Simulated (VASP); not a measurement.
# CoSi2 (Fm-3m) in VASP: relaxation of cell and atoms with LDA

Aim: the relaxation of cell and atoms of CoSi2 with LDA.

All numbers are computed with VASP 6.6.1; they aren't measurements. Logs are shortened: lines on timing, memory, paths and dates and some standing lists are left out, and cuts for length are marked.

### Step 1. The structure

It takes space group Fm-3m (No. 225, cubic). The conventional cell has a = 5.356 Å, b = 5.356 Å, c = 5.356 Å, α = 90.00°, β = 90.00°, γ = 90.00°. Co (site symmetry m-3m) is surrounded by 8 Si at 2.32 Å. Si (site symmetry -43m) is surrounded by 4 Co at 2.32 Å.

### Step 2. Relaxation of cell and atoms, LDA, collinear spin, ferromagnetic start

The input, INCAR:

```
ALGO = Fast
EDIFF = 1E-7
EDIFFG = -0.02
ENCUT = 600
IBRION = 2
ISIF = 3
ISMEAR = -1
ISPIN = 2
LASPH = True
LCHARG = False
LMAXMIX = 4
LORBIT = 11
LREAL = False
LWAVE = False
MAGMOM = 2 0 0
NELM = 120
NSW = 60
PREC = Accurate
SIGMA = 0.05
```

The input, KPOINTS:

```
k-points
0
Gamma
  8 8 8
```

The input, POSCAR:

```
CoSi2
1.0
    0.0000000000      2.6780000000      2.6780000000
    2.6780000000      0.0000000000      2.6780000000
    2.6780000000      2.6780000000      0.0000000000
Co Si
1 2
Direct
    0.0000000000      0.0000000000      0.0000000000
    0.7500000000      0.7500000000      0.7500000000
    0.2500000000      0.2500000000      0.2500000000
```

Potentials or basis: VASP PAW LDA potentials, release 64 (Co, Si).

On the command line:

```bash
$ cat potpaw_LDA.64/Co/POTCAR potpaw_LDA.64/Si/POTCAR > POTCAR
$ mpirun -np 1 vasp_std > vasp.out
```

OUTCAR:

```text
EDIFF = 1E-7
   EDIFFG = -0.02
   ENCUT = 600
   IBRION = 2
   ISIF = 3
   ISMEAR = -1
   ISPIN = 2
   LASPH = True
   LORBIT = 11
   LREAL = False
   NELM = 120
   NSW = 60
   PREC = Accurate

 ion  position               nearest neighbor table
   1  0.000  0.000  0.000-   2 2.32   3 2.32   2 2.32   2 2.32   3 2.32   2 2.32   3 2.32   3 2.32

   2  0.750  0.750  0.750-   1 2.32   1 2.32   1 2.32   1 2.32   3 2.68   3 2.68   3 2.68   3 2.68
                             3 2.68   3 2.68
   3  0.250  0.250  0.250-   1 2.32   1 2.32   1 2.32   1 2.32   2 2.68   2 2.68   2 2.68   2 2.68
                             2 2.68   2 2.68

  LATTYP: Found a face centered cubic cell.
 ALAT       =     5.3560000000

  Lattice vectors:

 A1 = (   0.0000000000,   2.6780000000,   2.6780000000)
 A2 = (   2.6780000000,   0.0000000000,   2.6780000000)
 A3 = (   2.6780000000,   2.6780000000,   0.0000000000)

Analysis of symmetry for initial positions (statically):
=====================================================================
 Subroutine PRICEL returns:
 Original cell was already a primitive cell.

 Routine SETGRP: Setting up the symmetry group for a
 face centered cubic supercell.

 Subroutine GETGRP returns: Found 48 space group operations
 (whereof 48 operations were pure point group operations)
 out of a pool of 48 trial point group operations.

The static configuration has the point symmetry O_h .

Analysis of symmetry for dynamics (positions and initial velocities):
=====================================================================
 Subroutine PRICEL returns:
 Original cell was already a primitive cell.

 Routine SETGRP: Setting up the symmetry group for a
 face centered cubic supercell.

 Subroutine GETGRP returns: Found 48 space group operations
 (whereof 48 operations were pure point group operations)
 out of a pool of 48 trial point group operations.

The dynamic configuration has the point symmetry O_h .

Analysis of structural, dynamic, and magnetic symmetry:
=====================================================================
 Subroutine PRICEL returns:
 Original cell was already a primitive cell.

 Routine SETGRP: Setting up the symmetry group for a
 face centered cubic supercell.

 Subroutine GETGRP returns: Found 48 space group operations
 (whereof 48 operations were pure point group operations)
 out of a pool of 48 trial point group operations.

The overall configuration has the point symmetry O_h .

 Subroutine INISYM returns: Found 48 space group operations
 (whereof 48 operations are pure point group operations),
 and found     1 'primitive' translations

[... 108 lines left out ...]
   NUPDOWN=      -1.0000    fix difference up-down
   EMIN   =  10.00;   EMAX   =-10.00  energy-range for DOS
   EFERMI =   0.00;   METHOD = LEGACY
   ISMEAR =    -1;   SIGMA  =   0.05  broadening in eV -4-tet -1-fermi 0-gaus
   EFERMI_NEDOS =   21; number of points for ismear=-14 and -15
   IALGO  =     68    algorithm
   IMIX   =      4    mixing-type and parameters
     AMIX     =   0.40;   BMIX     =  1.00
     AMIX_MAG =   1.60;   BMIX_MAG =  1.00
  volume/ion in A,a.u.               =      12.80        86.40
  Fermi-wavevector in a.u.,A,eV,Ry     =   1.247586  2.357596 21.177078  1.556471
  Thomas-Fermi vector in A             =   2.381712
   LORBIT       =     11    0 simple, 1 ext, 2 COOP (PROOUT), +10 PAW based schemes
   GGA     = CA    functional components
   LHFCALC =     F    Hartree Fock is set to
   AEXX    =    0.0000 exact exchange contribution
   IVDW    =     0    specifies the selected vdW correction
   LEPSILON=     F    determine dielectric tensor
   LRPA    =     F    only Hartree local field effects (RPA)
 conjugate gradient relaxation of ions
 spin polarized calculation
 RMM-DIIS sequential band-by-band and
  energy-cutoff  :      600.00
  volume of cell :       38.41
 maximum number of plane-waves:      1303
   NGX = 15   NGY = 15   NGZ = 15

--------------------------------------- Ionic step        1  -------------------------------------------

 number of electron      17.0000005 magnetization      -0.0002397

 number of electron      17.0000005 magnetization       0.0000206

 Free energy of the ion-electron system (eV)
  ---------------------------------------------------
  ext. energy  EPLUGINS =         0.00000000
  ---------------------------------------------------
  free energy    TOTEN  =       -21.88753397 eV

  energy without entropy =      -21.87937580  energy(sigma->0) =      -21.88345488

 E-fermi :   9.9771     XC(G=0): -11.9092

 val. band max:        9.8429987786   @ k =   0.5000   0.2500   0.1250
 cond. band min:       9.9855798008   @ k =  -0.1250   0.1250   0.0000
 fundamental gap:      0.1425810222
 Fermi energy:         9.9770741279

 spin component 1

 k-point     1 :       0.0000    0.0000    0.0000
  band No.  band energies     occupation
      1      -3.0797      1.00000
      2       5.9051      1.00000
      3       5.9051      1.00000
      4       5.9051      1.00000
      5       8.0930      1.00000
      6       8.0930      1.00000
      7      10.6606      0.00000
      8      13.4073      0.00000
      9      13.4073      0.00000
     10      13.4073      0.00000
     11      13.4623      0.00000
     12      13.4623      0.00000
[... 834 lines left out ...]
 number of electron      16.9999996 magnetization      -0.0000066

 number of electron      16.9999996 magnetization       0.0000067

 Free energy of the ion-electron system (eV)
  ---------------------------------------------------
  ext. energy  EPLUGINS =         0.00000000
  ---------------------------------------------------
  free energy    TOTEN  =       -21.93380727 eV

  energy without entropy =      -21.92589614  energy(sigma->0) =      -21.92985171

 E-fermi :  10.5912     XC(G=0): -12.1141

 val. band max:       10.5901097730   @ k =  -0.1250   0.1250   0.0000
 cond. band min:      10.6131986233   @ k =  -0.3750   0.1250   0.0000
 fundamental gap:      0.0230888503
 Fermi energy:        10.5912383510

 spin component 1

 k-point     1 :       0.0000    0.0000    0.0000
  band No.  band energies     occupation
      1      -2.8079      1.00000
      2       6.3209      1.00000
      3       6.3209      1.00000
      4       6.3209      1.00000
      5       8.5607      1.00000
      6       8.5607      1.00000
      7      11.7311      0.00000
      8      14.0960      0.00000
      9      14.0960      0.00000
     10      14.0960      0.00000
     11      14.2117      0.00000
     12      14.2117      0.00000
[... 787 lines left out ...]
  FREE ENERGIE OF THE ION-ELECTRON SYSTEM (eV)
  ---------------------------------------------------
  free  energy   TOTEN  =       -21.9338072733 eV

  energy  without entropy=      -21.9258961405  energy(sigma->0) =      -21.92985171

 reached required accuracy - stopping structural energy minimisation

 total charge

# of ion       s       p       d       tot
------------------------------------------
    1        0.568   0.770   7.669   9.008
    2        0.723   0.908   0.000   1.631
    3        0.723   0.908   0.000   1.631
--------------------------------------------------
tot          2.014   2.586   7.669  12.270

 magnetization (x)

# of ion       s       p       d       tot
------------------------------------------
    1       -0.000  -0.000  -0.000  -0.000
    2        0.000   0.000   0.000   0.000
    3        0.000   0.000   0.000   0.000
--------------------------------------------------
tot          0.000   0.000  -0.000  -0.000
```

Wall time 80 s (1 thread of Intel Xeon 6975P-C (Granite Rapids), shared host); peak memory 0.18 GiB.

Results:

```
Free energy                                           : -21.9338 eV
Relaxed volume                                        : 12.24 Å³/atom
Relaxed cell                                          : a = 3.731 Å, b = 3.731 Å, c = 3.731 Å, α = 60.00°, β = 60.00°, γ = 60.00°
Space group after relaxing (to 0.05 Å)                : Fm-3m (No. 225)
Energy gained by relaxing                             : 15.4 meV/atom
Ionic steps                                           : 3
Pressure after relaxing                               : -0.2 GPa
Band gap on the k mesh                                : none (metal or under the smearing width)
Net moment                                            : 0.00 μB per cell
Valence electrons inside the program's atomic spheres : Co 9.01; Si 1.63
```

Step by step:
```csv
step,energy change (eV),largest force (eV/Å),pressure (GPa),volume (Å³)
1,0.0000,0.0000,-8.37,38.41
2,0.0226,0.0000,12.20,34.81
3,-0.0463,0.0000,-0.22,36.73
```

Final structure:
```
CELL_PARAMETERS angstrom
0.00000 2.63830 2.63830
2.63830 0.00000 2.63830
2.63830 2.63830 0.00000
ATOMIC_POSITIONS crystal
Co 0.00000 0.00000 0.00000
Si 0.75000 0.75000 0.75000
Si 0.25000 0.25000 0.25000
```

Levels at points of the mesh, in eV from the Fermi level:
Spin up:
```tsv
k point	band 5	band 6	band 7	band 8	band 9	band 10	band 11	band 12	band 13
(0.00, 0.00, 0.00)	-2.03	-2.03	1.14	3.50	3.50	3.50	3.62	3.62	3.62
(0.50, 0.00, 0.00)	-2.29	-1.74	-1.74	-0.44	-0.44	2.80	3.59	3.59	4.71
(0.50, 0.50, 0.00)	-3.72	-2.10	-2.10	-2.02	-1.41	1.76	2.97	8.68	9.97
```
Spin down:
```
           k point  band 7  band 8  band 9  band 10  band 11  band 12
(0.00, 0.00, 0.00)    1.14    3.50    3.50     3.50     3.62     3.62
(0.50, 0.00, 0.00)   -1.74   -0.44   -0.44     2.80     3.59     3.59
(0.50, 0.50, 0.00)   -2.10   -2.02   -1.41     1.76     2.97     8.68
```

Caveat: the starting moments collapsed, and a magnetic state may lie lower. LDA usually gives volumes a few per cent too small.

### Step 3. The reference run

An earlier run on the cell as given: functional PBE; potentials or basis VASP PAW PBE potentials, release 64 (Co, Si); cutoff 520 eV; k mesh 9 × 9 × 9; occupations fermi-dirac, width 0.05 eV; collinear spin, ferromagnetic start; starting moments [2.0, 0.0, 0.0] μB.

- Pressure: 0.3 GPa
- Band gap on the k mesh: none (metal or under the smearing width)
- Net moment: 0.00 μB per cell
- Valence electrons inside the program's atomic spheres: Co 8.86; Si 1.59
